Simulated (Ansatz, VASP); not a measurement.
# SiC62: VASP beside Ansatz

One calculation is typed for both programs; each brings its own data sets. How far apart do they land? The cell is taken from a series of runs on this material, whose earlier steps may have relaxed, scaled, displaced or heated it; both programs get it as it stands.

Method: plane waves, with VASP 6.6.1 beside it; single point at PBE0, in Ansatz 0.2.0.

In doubt: a hybrid run on one k-point, which bears on gaps, levels and energies.

## (1) Set-up

The cell holds 63 atoms: 62 C and 1 Si. Its edges and angles: a = 7.143 Å, b = 7.143 Å, c = 7.143 Å, α = 90.0°, β = 90.0°, γ = 90.0°. It derives from C (C (Fd-3m)). Nearest the centre at fractional (0.312, 0.312, 0.312): Si63 at 0.00 Å, C25 at 1.99 Å, C40 at 1.99 Å, C47 at 1.99 Å, C4 at 1.99 Å, C6 at 1.99 Å, C5 at 1.99 Å, C15 at 2.68 Å.

## (2) Ansatz: single point, PBE0

Ansatz runs on its default PAW (the set named soft_2) files.

A single point gives forces, pressure and levels at one fixed geometry, so differences don't come from the geometry; what else differs is listed under the comparison.

Input file input.yaml:

```yaml
crystal:
  lattice:
    - [7.14316351, 0.0, 0.0]
    - [0.0, 7.14316351, 0.0]
    - [0.0, 0.0, 7.14316351]
  atoms:
    - { symbol: C, position: [0.004547275, 0.004547275, 0.253340575] }
    - { symbol: C, position: [0.004547275, 0.253340575, 0.004547275] }
    - { symbol: C, position: [0.253340575, 0.004547275, 0.004547275] }
    - { symbol: C, position: [0.123100239, 0.123100239, 0.389734158] }
    - { symbol: C, position: [0.123100239, 0.389734158, 0.123100239] }
    - { symbol: C, position: [0.389734158, 0.123100239, 0.123100239] }
    - { symbol: Si, position: [0.312529114, 0.312529114, 0.312529114] }
    - { symbol: C, position: [0.00095302, 0.00095302, 0.752906647] }
    - { symbol: C, position: [-0.003056762, 0.249402325, 0.504972645] }
    - { symbol: C, position: [0.249402325, -0.003056762, 0.504972645] }
    - { symbol: C, position: [0.250177119, 0.250177119, 0.751137331] }
    - { symbol: C, position: [0.127137592, 0.127137592, 0.878246742] }
    - { symbol: C, position: [0.120027222, 0.375601595, 0.628061296] }
    - { symbol: C, position: [0.375601595, 0.120027222, 0.628061296] }
    - { symbol: C, position: [0.3748247, 0.3748247, 0.873865267] }
    - { symbol: C, position: [-0.003056762, 0.504972645, 0.249402325] }
    - { symbol: C, position: [0.00095302, 0.752906647, 0.00095302] }
    - { symbol: C, position: [0.249402325, 0.504972645, -0.003056762] }
    - { symbol: C, position: [0.250177119, 0.751137331, 0.250177119] }
    - { symbol: C, position: [0.120027222, 0.628061296, 0.375601595] }
    - { symbol: C, position: [0.127137592, 0.878246742, 0.127137592] }
    - { symbol: C, position: [0.375601595, 0.628061296, 0.120027222] }
    - { symbol: C, position: [0.3748247, 0.873865267, 0.3748247] }
    - { symbol: C, position: [-0.00257601, 0.501340038, 0.751646878] }
    - { symbol: C, position: [-0.00257601, 0.751646878, 0.501340038] }
    - { symbol: C, position: [0.23526707, 0.501898936, 0.501898936] }
    - { symbol: C, position: [0.249243407, 0.750189384, 0.750189384] }
    - { symbol: C, position: [0.123660449, 0.627577591, 0.873355308] }
    - { symbol: C, position: [0.123660449, 0.873355308, 0.627577591] }
    - { symbol: C, position: [0.371661578, 0.620456642, 0.620456642] }
    - { symbol: C, position: [0.375760448, 0.874811891, 0.874811891] }
    - { symbol: C, position: [0.504972645, -0.003056762, 0.249402325] }
    - { symbol: C, position: [0.504972645, 0.249402325, -0.003056762] }
    - { symbol: C, position: [0.752906647, 0.00095302, 0.00095302] }
    - { symbol: C, position: [0.751137331, 0.250177119, 0.250177119] }
    - { symbol: C, position: [0.628061296, 0.120027222, 0.375601595] }
    - { symbol: C, position: [0.628061296, 0.375601595, 0.120027222] }
    - { symbol: C, position: [0.878246742, 0.127137592, 0.127137592] }
    - { symbol: C, position: [0.873865267, 0.3748247, 0.3748247] }
    - { symbol: C, position: [0.501340038, -0.00257601, 0.751646878] }
    - { symbol: C, position: [0.501898936, 0.23526707, 0.501898936] }
    - { symbol: C, position: [0.751646878, -0.00257601, 0.501340038] }
    - { symbol: C, position: [0.750189384, 0.249243407, 0.750189384] }
    - { symbol: C, position: [0.627577591, 0.123660449, 0.873355308] }
    - { symbol: C, position: [0.620456642, 0.371661578, 0.620456642] }
    - { symbol: C, position: [0.873355308, 0.123660449, 0.627577591] }
    - { symbol: C, position: [0.874811891, 0.375760448, 0.874811891] }
    - { symbol: C, position: [0.501898936, 0.501898936, 0.23526707] }
    - { symbol: C, position: [0.501340038, 0.751646878, -0.00257601] }
    - { symbol: C, position: [0.751646878, 0.501340038, -0.00257601] }
    - { symbol: C, position: [0.750189384, 0.750189384, 0.249243407] }
    - { symbol: C, position: [0.620456642, 0.620456642, 0.371661578] }
    - { symbol: C, position: [0.627577591, 0.873355308, 0.123660449] }
    - { symbol: C, position: [0.873355308, 0.627577591, 0.123660449] }
    - { symbol: C, position: [0.874811891, 0.874811891, 0.375760448] }
    - { symbol: C, position: [0.497864723, 0.497864723, 0.746755436] }
    - { symbol: C, position: [0.497864723, 0.746755436, 0.497864723] }
    - { symbol: C, position: [0.746755436, 0.497864723, 0.497864723] }
    - { symbol: C, position: [0.749411579, 0.749411579, 0.749411579] }
    - { symbol: C, position: [0.624049074, 0.624049074, 0.872095041] }
    - { symbol: C, position: [0.624049074, 0.872095041, 0.624049074] }
    - { symbol: C, position: [0.872095041, 0.624049074, 0.624049074] }
    - { symbol: C, position: [0.875589942, 0.875589942, 0.875589942] }
basis:
  ecutwfc: 420
  xc_grid: 2
hamiltonian:
  xc: pbe0
kpoints:
  mp_grid: { grid: [1, 1, 1] }
magnetization:
  spin_polarized: true
  initial_magnetization: 2
  spin_locking: { lock_magnetization: hard }
scf:
  occupations: { method: fermi_dirac, width: 0.01 }
  max_iter: 120
  n_extra_bands: 20
  lower_state_search: "off"
output:
  forces: true
  eigenvalues: true
checkpoint:
  read: "../relax.run"
  write: "../ground.run"
  compress: false
  write_wavefunctions: true
  write_every: 100000
```

The run is started by

```
> ansatz run input.yaml --threads 2 --pin off --max-ram 3768MiB --backend cpu --events-out ev --progress --plain --runs-dir out
```

Numbers of over 12 decimals in the logs are rounded to 6 here.

The program printed:

```text
Warning: the band count 147 (scf.n_extra_bands) hosts the net moment |M| = 2.0000 μB (N_el = 252) but caps the reachable moment at 2·n_bands − N_el = 42.0000 μB, below the 190 bands that the automatic rule leaves for it — a moment growing past the seed, or the majority channel's smearing tail, pins there with fewer empty majority states than that count leaves; raise or omit scf.n_extra_bands unless the cap is intended
Warning: checkpoint.read: hamiltonian.xc differs: saved pbe, current pbe0; the SCF iterates under this deck's functional from the saved state
scf.n_extra_bands = 20 over 127 filled bands (N_el = 252.0): the run solves 147 bands
Engine: ansatz 0.2.0, aarch64-unknown-linux-gnu
Pseudopotentials: kind: paw
Pseudopotential: C, paw, valence charge 4, recommended cutoff 420 eV (normal), C.paw.azcp
Pseudopotential: Si, paw, valence charge 4, recommended cutoff 420 eV (normal), Si.paw.azcp
Functional definition: PBE0
  parameter a = 0.25
  parameter kappa = 0.804
  parameter beta = 0.066725
  exchange = (1 - a)*pbe_x(kappa = kappa, mu = beta*pi^2/3) + a*exact_x
  correlation = pbe_c(beta = beta)
Crystal: 63 atoms, lattice volume = 364.478 Å³
Basis set: ecut = 420 eV, 7123 PW (Γ), exchange–correlation on 96×96×96 points (8 copies of the dense FFT grid, shifted against one another)
Bands: 147, of which v1, the nominal top of the filled ones, is band 126 counted from 1 (125 counted from 0)
Symmetry: 6 space group operations
Space group: R3m (ITA 160), of the structure as read, at distance tolerance 7.1e-5 Å
Magnetic group: BNS 160.65 (UNI 1295), of the structure as read, at distance tolerance 7.1e-5 Å
k-points: 1
Non-local potential: C, projectors of the file, l = 0: 2, l = 1: 2, l = 2: 1
Non-local potential: Si, projectors of the file, l = 0: 2, l = 1: 2, l = 2: 2
PAW form: soft (Blöchl's): semilocal exchange-correlation on the pseudo side does not see the compensation charge
PAW frozen core: C, regenerated for the run's functional, and the local potential with it (the file was generated under x = pbe(κ = 0.804, μ = 0.219515), c = pbe(β = 0.066725))
PAW frozen core: Si, regenerated for the run's functional, and the local potential with it (the file was generated under x = pbe(κ = 0.804, μ = 0.219515), c = pbe(β = 0.066725))
PAW one-centre angular grid: C, 110 points (default); XC on 64 Gauss nodes
PAW one-centre angular grid: Si, 110 points (default); XC on 64 Gauss nodes
Initial density: read from a saved state, or passed on in memory by an earlier SCF of this step, an earlier step, the calling program or the single point that the run made first
Starting moments: Σ|m| = 2 μB on 63 of 63 sites; this step starts from the density that it was given
Initial wavefunctions: pseudopotential atomic-orbital guess
Functional: x = pbe(κ = 0.804, μ = 0.219515), c = pbe(β = 0.066725), warm-up for x = 0.75 pbe(κ = 0.804, μ = 0.219515) + 0.25 exact, c = pbe(β = 0.066725)
iter 1 solved again at ethr=1.01e-7 eV; its pass at ethr=1.00e-1 eV (dr2=2.54e-4 eV) is discarded
SCF iter   1: F=—  HF=-16175.647680 eV  |F-HF|=—  |Δ(HF+E_count)|=         —  Δρ=1.22e-4 (↑1.22e-4 ↓1.21e-4)  dr2=1.64e-4  dr2_m=4.76e-8  M=2.000 μB ∫|m|=2.111 μB  β_m=0.30  ethr=1.01e-7  ⟨swp⟩=20.0  Hψ=2654  notcnv=6
preconditioner: auto → none  [insulator: Δε(μ)=1.608 eV  Ē_g=14.098 eV  σ=0.010 eV  W_gap=1.00  n_scr=92 (ndim 8)  ℏωp=30.9 eV  f_vac=0.000  D(μ)=0.00/eV (n_scr^D=0)]
SCF iter   2: F=—  HF=-16175.647631 eV  |F-HF|=—  |Δ(HF+E_count)|=   4.91e-5  Δρ=7.61e-5 (↑7.59e-5 ↓7.61e-5)  dr2=5.21e-5  dr2_m=1.00e-7  M=2.000 μB ∫|m|=2.111 μB  β_m=0.46  ethr=6.52e-8  ⟨swp⟩=10.5  Hψ=583  notcnv=0  defer=1
SCF iter   3: F=—  HF=-16175.647611 eV  |F-HF|=—  |Δ(HF+E_count)|=   2.02e-5  Δρ=2.11e-5 (↑1.94e-5 ↓2.11e-5)  dr2=1.55e-5  dr2_m=2.79e-8  M=2.000 μB ∫|m|=2.111 μB  β_m=0.40  ethr=2.07e-8  ⟨swp⟩=3.0  Hψ=671  notcnv=0
iter 4 solved again at ethr=3.18e-10 eV; its pass at ethr=6.13e-9 eV (dr2=8.01e-7 eV) is discarded
SCF iter   4: F=-16175.647607 eV  HF=-16175.647608 eV  |F-HF|=6.61e-7  |Δ(HF+E_count)|=   3.48e-6  Δρ=6.75e-6 (↑6.75e-6 ↓6.70e-6)  dr2=8.29e-7  dr2_m=8.68e-9  M=2.000 μB ∫|m|=2.111 μB  ethr=3.18e-10  ⟨swp⟩=3.0  Hψ=1195  notcnv=0
SCF 1 stopped early in 4 iterations: F = -16175.647607 eV  dr2 = 8.29e-7
  greatest PAW one-centre occupation: 0.651 electrons in one spin orbital (limit 2), on the C atom at site 5 (counted from 0), in its partial waves of l = 0
Initial density: handed on by an earlier stage of this run
Initial wavefunctions: those handed on with the density
Functional: x = 0.75 pbe(κ = 0.804, μ = 0.219515) + 0.25 exact, c = pbe(β = 0.066725)
[...]
Free energy (F): -16183.956051 eV
Frozen-core exchange: fock
Harris-Foulkes:  -16183.956051 eV  (|F-HF|=9.46e-11)
Internal energy: -16183.956051 eV  (E = F + TS)
E sigma→0 (E₀):  -16183.956051 eV
Fermi energy:    13.937298 (↑ 15.819825, ↓ 13.328917) eV
--- Per-component energies (eV) ---
  E_band       = 625.785654
  E_kinetic    = 5768.577630
  E_local      = -3946.494315  (includes V_loc(G=0)·N_el)
  E_nonlocal   = 1643.600943
  E_hartree    = 918.978388
  E_xc         = -2387.979219
  E_vxc        = -2944.393462  (∫ρ·V_xc dr)
  E_exx        = -677.624303  (= α·E_x^exact, valence–valence)
  E_paw        = -6679.851789  (= ΣΔE_a)
  E_vpaw       = -378.214220  (= ΣTr[D̂ρ^β])
  E_aug_tail   = 0.000540  (compensation charges beyond the density's cutoff)
  E_ewald      = -10822.041226
  E_core_change = -1.122701  (= ΣΔE_core)
  E_smearing   = -0.000000  (= −TS)
  E_closure    = 0.000000  (closes the sum)
  Σ components = -16183.956051   (vs F -16183.956051, Δ=-1.82e-12)
--- Forces (eV/Å), atoms counted from 1 ---
  atom   1  C     -0.05563754    -0.05563754    -0.04542617
  atom   2  C     -0.05563754    -0.04542617    -0.05563754
  atom   3  C     -0.04542617    -0.05563754    -0.05563754
  atom   4  C     -0.05646572    -0.05646572     0.13163324
  atom   5  C     -0.05646572     0.13163324    -0.05646572
  atom   6  C      0.13163324    -0.05646572    -0.05646572
  atom   7  Si    -0.00116865    -0.00116865    -0.00116865
  atom   8  C     -0.02167442    -0.02167442    -0.01549971
  atom   9  C     -0.01105886     0.02328170     0.00047974
  atom  10  C      0.02328170    -0.01105886     0.00047974
  atom  11  C     -0.00237865    -0.00237865    -0.01304233
  atom  12  C      0.01548155     0.01548155     0.00284535
  atom  13  C     -0.00040897    -0.02305808     0.01098414
  atom  14  C     -0.02305808    -0.00040897     0.01098414
  atom  15  C      0.00236509     0.00236509     0.01297366
  atom  16  C     -0.01105886     0.00047974     0.02328170
  atom  17  C     -0.02167442    -0.01549971    -0.02167442
  atom  18  C      0.02328170     0.00047974    -0.01105886
  atom  19  C     -0.00237865    -0.01304233    -0.00237865
  atom  20  C     -0.00040897     0.01098414    -0.02305808
  atom  21  C      0.01548155     0.00284535     0.01548155
  atom  22  C     -0.02305808     0.01098414    -0.00040897
  atom  23  C      0.00236509     0.01297366     0.00236509
  atom  24  C     -0.00916877    -0.00565253    -0.01726644
[...]
atom  56  C     -0.01538516    -0.01538516    -0.00283319
  atom  57  C     -0.01538516    -0.00283319    -0.01538516
  atom  58  C     -0.00283319    -0.01538516    -0.01538516
  atom  59  C     -0.00476643    -0.00476643    -0.00476643
  atom  60  C      0.02160171     0.02160171     0.01558159
  atom  61  C      0.02160171     0.01558159     0.02160171
  atom  62  C      0.01558159     0.02160171     0.02160171
  atom  63  C      0.00484273     0.00484273     0.00484273
  max |Σ_I F_I| component: 1.96e-6 eV/Å
--- Band table (eV) ---
  k-point 0 ↑: bands = [... 122 lower, 10.7800, 10.7800, 11.7544, 12.9906, 12.9906, 18.6447, 18.6641, 18.6641, ... 17 higher]
  k-point 0 ↓: bands = [... 122 lower, 11.3086, 11.3086, 11.7808, 14.8840, 14.8840, 18.6664, 18.6845, 18.6845, ... 17 higher]
```

(Continued in part 2 of 2.)

[Lines on the potential files, build, host, timing and source positions are cut from VASP's logs without a mark.]

[Logs are printed without paths, hosts, clocks, repeated set-up lines and the standing remarks that a program may print on its own settings, such as how far it seeks lower states.]

[Hosts, paths, dates, database ids (printed as entryN), source tags and the programs' standing remarks are cut or masked in the printed files.]
